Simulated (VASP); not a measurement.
# Rh (Fm-3m) in VASP: further runs, part 2 of 2

VASP 6.6.1. Earlier steps stand in the parts before.

### 3 Relaxation of cell and atoms, PBEsol

INCAR

```
ALGO = Fast
EDIFF = 1E-7
EDIFFG = -0.005
ENCUT = 600
GGA = PS
IBRION = 2
ISIF = 3
ISMEAR = 0
LASPH = T
LCHARG = F
LREAL = F
LWAVE = F
NELM = 60
NSW = 90
PREC = Accurate
SIGMA = 0.1
```

KPOINTS

```
k-points
0
Gamma
  6 6 6
```

POSCAR

```
Rh
1.0
    0.0000000000      1.9029860900      1.9029860900
    1.9029860900      0.0000000000      1.9029860900
    1.9029860900      1.9029860900      0.0000000000
Rh
1
Direct
    0.0000000000      0.0000000000      0.0000000000
```

Potentials or basis: VASP PAW PBE potentials, release 64 (Rh_pv).

Run with:

```bash
cat potpaw_PBE.64/Rh_pv/POTCAR > POTCAR
mpirun -np 1 vasp_std > vasp.out
```

Wall time 7.2 s (1 thread of Intel Xeon 6975P-C (Granite Rapids), shared host); peak memory 0.14 GiB.

Results (log left out):

```yaml
Free_energy: -8.0589 eV
Relaxed_volume: 13.56 Å³/atom
Relaxed_cell: a = 2.677 Å, b = 2.677 Å, c = 2.677 Å, α = 60.00°, β = 60.00°, γ = 60.00°
Space_group_after_relaxing_to_0.05_Å: Fm-3m (No. 225)
Energy_gained_by_relaxing: 3.1 meV/atom
Ionic_steps: 4
Pressure_after_relaxing: 0.0 GPa
Band_gap_on_the_k_mesh: none (metal or under the smearing width)
```

Step by step:
```csv
step,energy change (eV),largest force (eV/Å),pressure (GPa),volume (Å³)
1,0.0000,0.0000,-4.47,13.78
2,0.0178,0.0000,13.09,13.03
3,-0.0031,0.0000,-0.08,13.57
4,-0.0031,0.0000,0.02,13.56
```

Final structure:
```
Rh
1.0
     0.00000    1.89285    1.89285
     1.89285    0.00000    1.89285
     1.89285    1.89285    0.00000
Rh
1
Direct
  0.00000 0.00000 0.00000
```

Levels at points of the mesh, in eV from the Fermi level:
| k point | band 5 | band 6 | band 7 | band 8 | band 9 | band 10 |
| --- | --- | --- | --- | --- | --- | --- |
| (0.00, 0.00, 0.00) | -2.97 | -2.97 | -2.97 | -0.83 | -0.83 | 16.12 |
| (0.50, 0.00, 0.00) | -3.06 | -3.06 | 0.78 | 0.78 | 0.82 | 8.92 |
| (0.50, 0.50, 0.00) | -5.91 | 0.75 | 1.21 | 1.21 | 3.39 | 12.58 |

Caveat: the k mesh is coarse (spacing up to 0.48 Å⁻¹), so the values aren't converged; the PAW data sets were made with another functional, which shifts forces and pressure a little.

### 4 Single point, PBEsol

INCAR

```
ALGO = Fast
EDIFF = 1E-6
ENCUT = 520
GGA = PS
ISIF = 2
ISMEAR = 0
LASPH = T
LCHARG = F
LREAL = F
LWAVE = F
NBANDS = 14
NELM = 60
PREC = Accurate
SIGMA = 0.1
```

KPOINTS

```
k-points
0
Gamma
  18 18 18
```

POSCAR is that of step 3.

Run with:

```bash
cat potpaw_PBE.64/Rh_pv/POTCAR > POTCAR
mpirun -np 1 vasp_std > vasp.out
```

It took 12 s on 1 thread of Intel Xeon 6975P-C (Granite Rapids), shared host; peak memory 0.15 GiB.

The run converged. Its results:

- Free energy: -8.1361 eV
- Pressure: -6.0 GPa
- Band gap on the k mesh: none (metal or under the smearing width)

Levels at points of the mesh, in eV from the Fermi level:
| k point | band 4 | band 5 | band 6 | band 7 | band 8 | band 9 | band 10 | band 11 |
| --- | --- | --- | --- | --- | --- | --- | --- | --- |
| (0.00, 0.00, 0.00) | -8.04 | -3.09 | -3.09 | -3.09 | -0.99 | -0.99 | 15.93 | 20.36 |
| (0.50, 0.00, 0.00) | -6.15 | -3.16 | -3.16 | 0.57 | 0.57 | 0.65 | 8.55 | 15.43 |
| (0.50, 0.50, 0.00) | -6.33 | -5.96 | 0.55 | 0.98 | 0.98 | 3.17 | 12.19 | 13.21 |

Caveat: the PAW data sets were made with another functional, which shifts forces and pressure a little.

### 5 Relaxation of cell and atoms, PBEsol

INCAR

```
ALGO = Fast
EDIFF = 1E-7
EDIFFG = -0.005
ENCUT = 580
GGA = PS
IBRION = 2
ISIF = 3
ISMEAR = 0
LASPH = T
LCHARG = F
LREAL = F
LWAVE = F
NELM = 60
NSW = 90
PREC = Accurate
SIGMA = 0.1
```

KPOINTS is that of step 4.

POSCAR is that of step 4.

Potentials or basis: VASP PAW PBE potentials, release 64 (Rh).

Run with:

```bash
cat potpaw_PBE.64/Rh/POTCAR > POTCAR
mpirun -np 1 vasp_std > vasp.out
```

It took 30 s on 1 thread of Intel Xeon 6975P-C (Granite Rapids), shared host; peak memory 0.17 GiB.

Results (log left out):

| Property | Result |
| --- | --- |
| Free energy | -8.1599 eV |
| Relaxed volume | 13.45 Å³/atom |
| Relaxed cell | a = 2.669 Å, b = 2.669 Å, c = 2.669 Å, α = 60.00°, β = 60.00°, γ = 60.00° |
| Space group after relaxing (to 0.05 Å) | Fm-3m (No. 225) |
| Energy gained by relaxing | 7.5 meV/atom |
| Ionic steps | 4 |
| Pressure after relaxing | 0.0 GPa |
| Band gap on the k mesh | none (metal or under the smearing width) |

Step by step:
```tsv
step	energy change (eV)	largest force (eV/Å)	pressure (GPa)	volume (Å³)
1	0.0000	0.0000	-6.94	13.78
2	0.0452	0.0000	22.02	12.63
3	-0.0075	0.0000	-0.17	13.45
4	-0.0075	0.0000	-0.01	13.45
```

Final structure:
```yaml
crystal:
  lattice:
    - [0.00000, 1.88734, 1.88734]
    - [1.88734, 0.00000, 1.88734]
    - [1.88734, 1.88734, 0.00000]
  atoms:
    - { symbol: Rh, position: [0.00000, 0.00000, 0.00000] }
```

Levels at points of the mesh, in eV from the Fermi level:
```
           k point  band 1  band 2  band 3  band 4  band 5  band 6  band 7  band 8
(0.00, 0.00, 0.00)   -8.21   -3.21   -3.21   -3.21   -1.03   -1.03   15.94   16.04
(0.50, 0.00, 0.00)   -6.35   -3.28   -3.28    0.59    0.59    0.63    8.82   15.45
(0.50, 0.50, 0.00)   -6.56   -6.18    0.57    1.02    1.02    3.20   12.51   13.34
```

Caveat: the PAW data sets were made with another functional, which shifts forces and pressure a little.

### 6 Summary

```tsv
task	potentials or basis	cell	k mesh	cutoff (eV)	mesh quality	gap on the mesh (eV)	pressure (GPa)	relaxed volume (Å³/atom)
relaxation of cell and atoms	VASP PAW PBE potentials, release 64 (Rh_pv)	relaxed	18 × 18 × 18	300	not flagged	none	0.0	13.47
relaxation of cell and atoms	VASP PAW PBE potentials, release 64 (Rh_pv)	relaxed	6 × 6 × 6	600	coarse	none	0.0	13.56
single point	VASP PAW PBE potentials, release 64 (Rh_pv)	as given	18 × 18 × 18	520	not flagged	none	-6.0	-
relaxation of cell and atoms	VASP PAW PBE potentials, release 64 (Rh)	relaxed	18 × 18 × 18	580	not flagged	none	0.0	13.45
```

Alike in all rows: level PBEsol; no spin polarisation; smearing gaussian 0.1 eV.

Caveats: some runs use coarse meshes; the PAW data sets were made with another functional, which shifts forces and pressure a little; the cutoff is under 1.25 times the usual one of these potentials, so pressure, stress and relaxed cells hold a basis-set (Pulay) error (some runs).

Total energies depend on the potentials used, so only differences within one code and one set of settings carry meaning.
